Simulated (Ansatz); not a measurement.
BaO (rocksalt), relaxed with r2SCAN in the plane-wave code Ansatz: space group Fm-3m (No. 225), cubic; conventional cell a = 5.544 Å, 21.30 Å³ an atom. Ba is surrounded by 6 O at 2.77 Å; O is surrounded by 6 Ba at 2.77 Å. The cell was then strained (x, y and z are the cube axes), with the atoms relaxed again; stress is positive in compression. Calculated for a static, non-magnetic cell.

- Uniaxial +1.0 % along x, other directions held: r2SCAN's stress changes by -1.24 GPa along the strain and -0.47 GPa across it.
- Isotropic -1.5 % on every length: the pressure changes by +3.81 GPa, and the HSE06 gap (X) goes from 3.322 to 3.159 eV.
- Epitaxial strain of -0.87 % in the (001) plane: the free normal strain is +0.66 % and the in-plane stress changes by +1.33 GPa.
- Uniaxial strain of +1.0 % along [111], atoms relaxed: the xy stress changes by -0.236 GPa.

Question: Estimate C₁₁, C₁₂ and the bulk modulus from the uniaxial step.

Answer: With compression positive, C₁₁ ≈ −Δσ∥/ε = (+1.24)/(+0.0100) = 124 GPa and C₁₂ ≈ (+0.47)/(+0.0100) = 47 GPa; B = (C₁₁ + 2C₁₂)/3 = 73 GPa. A one-sided step carries third-order terms: it reads low by some per cent.

Question: What bulk modulus does the isotropic step give?

Answer: Δ ln V = 3 ln(0.9850) = -0.0453, so B ≈ −ΔP/Δ ln V = 84 GPa, against 73 GPa from C₁₁ and C₁₂; one-sided steps of finite size carry third-order terms.

Question: Give the volume deformation potential of that gap and its pressure coefficient.

Answer: a_V = ΔE_g/Δ ln V = (-0.163)/(-0.0453) = +3.59 eV; dE_g/dP = −a_V/B = -43 meV/GPa, with HSE06's gap and r2SCAN's modulus.

Question: What do the film's normal strain and stress say about the elastic constants?

Answer: ε⊥/ε∥ = (+0.0066)/(-0.0087) = -0.76, which linear elasticity sets to −2C₁₂/C₁₁ = -0.76 from the uniaxial step. The biaxial modulus is M = −Δσ/ε∥ = 153 GPa (C₁₁ + C₁₂ − 2C₁₂²/C₁₁ = 135 GPa).

Question: How much elastic energy does the film store, with 21.30 Å³ an atom?

Answer: u = M ε∥² = −Δσ ε∥ = -1.33 × (-0.0087) = 0.0116 GPa, and 1 GPa Å³ is 6.2415 meV: 1.54 meV an atom. The total energies of the two runs differ by 1.51 meV an atom.

Question: Estimate C₄₄.

Answer: A strain ε along [111] has ε_xy = ε/3 = +0.00333, an engineering shear of 2ε/3, so C₄₄ ≈ −Δσ_xy/(2ε/3) = 35 GPa, atoms relaxed.

Spin-orbit coupling is left out.

The meshes of the hybrids are coarse, so their gaps aren't converged to the digits shown.
